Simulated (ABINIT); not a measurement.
InP: single point with r2SCAN

InP:

```
In P
1.0
     0.00000    2.93050    2.93050
     2.93050    0.00000    2.93050
     2.93050    2.93050    0.00000
In P
1 1
Direct
  0.00000 0.00000 0.00000
  0.75000 0.75000 0.75000
```

| Property | Result |
| --- | --- |
| Program | ABINIT 10.8.3 (patched build) |
| Task | single point |
| Functional | r2SCAN |
| Potentials or basis | SG15 NC PBE v1.2 |
| Cutoff | 1143 eV |
| k mesh | 8 × 8 × 8 |
| Occupations | fermi-dirac, width 0.05 eV |
| Spin | no spin polarisation |

```
Pressure                                              : 0.3 GPa
Band gap on the k mesh                                : 0.76 eV, direct
Valence electrons inside the program's atomic spheres : In 9.89; P 2.75
```

Levels at points of the mesh, in eV from the valence-band top:
| k point | band 7 | band 8 | band 9 | band 10 | band 11 | band 12 |
| --- | --- | --- | --- | --- | --- | --- |
| (0.00, 0.00, 0.00) | 0.00 | 0.00 | 0.00 | 0.76 | 4.29 | 4.29 |
| (0.50, 0.00, 0.00) | -6.06 | -1.05 | -1.05 | 1.58 | 5.13 | 5.13 |
| (0.50, 0.50, 0.00) | -6.12 | -2.47 | -2.47 | 2.03 | 2.41 | 9.78 |

It took 41 s on 4 MPI ranks on AMD EPYC 9R14 (Zen 4), on a shared host, peak memory 0.4 GiB a rank.

Caveat: the potentials were made for another functional, which shifts forces and pressure; spin-orbit coupling is left out, which moves the levels of the heavy elements. r2SCAN opens gaps a little over a GGA but as a rule still falls short of measured ones.
